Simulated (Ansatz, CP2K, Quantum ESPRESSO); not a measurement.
FePt: programs and potentials compared

```
CELL_PARAMETERS angstrom
2.72350 0.00000 0.00000
0.00000 2.72350 0.00000
0.00000 0.00000 3.72000
ATOMIC_POSITIONS crystal
Pt 0.50000 0.50000 0.50000
Fe 0.00000 0.00000 0.00000
```

Alike in all runs: task single point; functional PBEsol; k mesh 10 × 10 × 7; occupations fermi-dirac, width 0.05 eV; collinear spin, ferromagnetic start; no spin-orbit coupling. Pressure is positive in compression and, in plane waves, holds the error of the finite cutoff, which Ansatz's Pulay term estimates and takes out.

| program and potentials | plane-wave cutoff (eV) | notes | pressure (GPa) | net moment per atom (μB) |
| --- | --- | --- | --- | --- |
| Ansatz, Ansatz PAW | 420 | potentials made for PBE, which Ansatz adapts in part; 17 valence electrons an atom on average; Pulay term of +0.07 GPa included | -5.99 | 1.64 |
| CP2K, GTH_POTENTIALS Pt GTH-PBE-q18; POTENTIAL_UZH Fe GTH-PBE-q16; TZVP-MOLOPT-SR-GTH, TZVP-MOLOPT-PBE-GTH basis | - | atomic basis; potentials made for PBE; 17 valence electrons an atom on average | -4.27 | 1.69 |
| Quantum ESPRESSO, GBRV 1.5 PBEsol | 762 | 16 valence electrons an atom on average | -5.87 | 1.66 |
| Ansatz, all-electron LAPW, scalar-relativistic | - | - | -6.00 | 1.64 |

The pressure spans -6.00 (Ansatz, all-electron LAPW, scalar-relativistic) to -4.27 GPa (CP2K, GTH_POTENTIALS Pt GTH-PBE-q18; POTENTIAL_UZH Fe GTH-PBE-q16; TZVP-MOLOPT-SR-GTH, TZVP-MOLOPT-PBE-GTH basis), with all-electron results at -6.00. The net moment per atom spans 1.64 (Ansatz, Ansatz PAW) to 1.69 μB (CP2K, GTH_POTENTIALS Pt GTH-PBE-q18; POTENTIAL_UZH Fe GTH-PBE-q16; TZVP-MOLOPT-SR-GTH, TZVP-MOLOPT-PBE-GTH basis), with all-electron results at 1.64. The state is the one that the start led to, which needn't be the lowest. The pressure on the cell as given of CP2K, GTH_POTENTIALS Pt GTH-PBE-q18; POTENTIAL_UZH Fe GTH-PBE-q16; TZVP-MOLOPT-SR-GTH, TZVP-MOLOPT-PBE-GTH basis lies far from the others; the cause wasn't traced. Rows in atomic bases carry the error of their basis and grid, which can be large.

Differences between rows come from potentials, basis sets and numerical settings, since the functional is the same but for its coding. Runs on potential files found faulty are left out.
